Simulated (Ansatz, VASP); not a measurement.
## GaCo in VASP and in Ansatz

INCAR

```
PREC = Accurate ; ENCUT = 520
EDIFF = 1E-6 ; ISMEAR = -1
SIGMA = 0.08 ; LREAL = F
LASPH = T ; NELM = 80
ALGO = Normal ; ISIF = 2
LWAVE = F ; LCHARG = T
GGA = CA ; LELF = T
LVHAR = T ; NBANDS = 18
```

KPOINTS

```
regular mesh
0
Gamma
  11 11 11
```

POSCAR

```
GaCo
1.0
    2.7991106419      0.0000000000      0.0000000000
    0.0000000000      2.7991106419      0.0000000000
    0.0000000000      0.0000000000      2.7991106419
Ga Co
1 1
Direct
    0.5000000000      0.5000000000      0.5000000000
    0.0000000000      0.0000000000      0.0000000000
```

Input for Ansatz:

```yaml
crystal:
  lattice:
    - [2.7991106419, 0.0, 0.0]
    - [0.0, 2.7991106419, 0.0]
    - [0.0, 0.0, 2.7991106419]
  atoms:
    - { symbol: Ga, position: [0.5, 0.5, 0.5] }
    - { symbol: Co, position: [0.0, 0.0, 0.0] }
kpoints:
  mp_grid: { grid: [11, 11, 11] }
scf:
  occupations: { method: fermi_dirac, width: 0.08 }
  lower_state_search: "off"
hamiltonian:
  xc: lda
  pseudopotentials: { kind: paw }
output:
  forces: true
  stress: true
  eigenvalues: true
  write_density: true
  write_potential: true
  elf: true
  volumetric_format: npy
```

Change from the starting cell: volume scaled by 0.92, no spin polarisation, PAW files.

Alike in both runs: task single point; functional LDA; k mesh 11 × 11 × 11; occupations fermi-dirac, width 0.08 eV; no spin polarisation.

|  | VASP | Ansatz |
| --- | --- | --- |
| version | VASP 6.6.1 | Ansatz 0.2.0 |
| potentials or method | VASP PAW LDA potentials, release 64 (Ga_d, Co) | PAW with Ansatz's default frozen-core files, scalar-relativistic |
| plane-wave cutoff (eV) | 520 | 420 |
| valence electrons in the cell | 22 | 30 |

|  | VASP | Ansatz | Ansatz less VASP |
| --- | --- | --- | --- |
| pressure (GPa) | 3.2 | 2.6 | -0.58 |

The two sets of potentials don't hold the same shells in valence.

Spin polarisation is off, so any magnetic state and its effect on volume and gap are missing.
